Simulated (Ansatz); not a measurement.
## How far is PAW off for Mg?

```
Mg
1.0
     0.00000    2.22181    2.24426
     2.22181    0.00000    2.24426
     2.22181    2.22181    0.00000
Mg
1
Cartesian
  0.0000 0.0000 0.0000
```

The cell is the one relaxed in the Materials Project (mp-1056702), not relaxed further here; entries there can be hypothetical. The listed cell was then made from it by scaling, straining or moving an atom.

Levels of theory: DFT, PBE, PAW with Ansatz's default frozen-core files, scalar-relativistic (Ansatz 0.2.0); DFT, PBE, all-electron PAW with datasets made for the crystal, scalar-relativistic (Ansatz 0.2.0); DFT, PBE, all-electron LAPW, scalar-relativistic (Ansatz 0.2.0).

For PAW: a Γ-centred 16×16×16 k mesh, Fermi–Dirac smearing of 0.03 eV, cutoff 420 eV, no spin polarisation. The crystal-made all-electron datasets (AE datasets) take a cutoff of 100 eV at this cell. LAPW targets a basis error of 1 meV/atom. The Ansatz runs share mesh, smearing and spin set-up. Plane-wave (PAW) pressures include the program's estimate of the Pulay term.

Stress and pressure are positive in compression.

The change that made this cell: equal xx and yy strain of -1 %.

```json
{"quantity": "pressure (GPa)", "PAW": "1.65", "AE datasets": "1.62", "LAPW": "1.63"}
{"quantity": "stress xx (GPa)", "PAW": "1.58", "AE datasets": "1.55", "LAPW": "1.55"}
{"quantity": "stress zz (GPa)", "PAW": "1.79", "AE datasets": "1.76", "LAPW": "1.77"}
```
